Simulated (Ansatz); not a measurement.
Runs of Ansatz 0.2.0 on PtS2. Symmetry: P-3m1, No. 164, trigonal system. The conventional cell has a = 3.543 Å, b = 3.543 Å, c = 5.039 Å, α = 90.00°, β = 90.00°, γ = 120.00°. Around Pt (site symmetry -3m) lie 6 S at 2.34 Å. S (site symmetry 3m) has 3 Pt at 2.34 Å as nearest neighbours. 

```csv
task,level,cell,smearing,points for each segment of the path,gap on the mesh (eV),pressure (GPa),relaxed volume (Å³/atom),largest force (eV/Å)
relaxation of cell and atoms,RPBE+D3(BJ),relaxed,fermi-dirac 0.05 eV,-,none,0.0,14.15,-
band structure,LDA,as given,fermi-dirac 0.05 eV,14,0.90,3.6,-,(c)
relaxation of cell and atoms,revPBE+D3(BJ),relaxed,fermi-dirac 0.05 eV,-,none,0.0,16.42,-
relaxation of cell and atoms,RPBE+D4,relaxed,fermi-dirac 0.05 eV,-,none,0.0,16.34,-
relaxation of cell and atoms,revPBE+D4,relaxed,fermi-dirac 0.05 eV,-,none,0.0,(a),-
Born charges and dielectric tensor,PBEsol,as given,fixed,-,0.95,-,-,-
single point,PBEsol,as given,gaussian 0.02 eV,-,0.95,(b),-,0.95
```

Alike in all rows: potentials or basis Ansatz PAW; no spin polarisation; k mesh 9 × 9 × 5; cutoff (eV) 420.

Problem. Fill in the values left out.

Solution. (a) 16.55; (b) 6.4; (c) 0.80.

Caveats: the PAW data sets come from PBE, with cores solved anew for the run's functional, which leaves a small shift of forces and pressure; the plane-wave basis is chosen anew once the cell has moved, so the energies of steps on either side of that aren't comparable (some runs); pairwise dispersion overbinds metals, which lowers pressure and volume (some runs); spin-orbit coupling is left out, which moves the levels of the heavy elements (some runs); odd divisions of the mesh miss points on the zone boundary, where band edges often lie, so the gap on the mesh can be too wide (some runs); the volume moved by over 15 % at a fixed basis, so the end points are rough (some runs); the volume moved by -23 % from the deposited cell, more than functionals usually miss (some runs).

A k mesh can miss the band edges, and the runs leave out spin-orbit coupling on Pt.

A gap of «none» marks a metal or a gap under the smearing width.
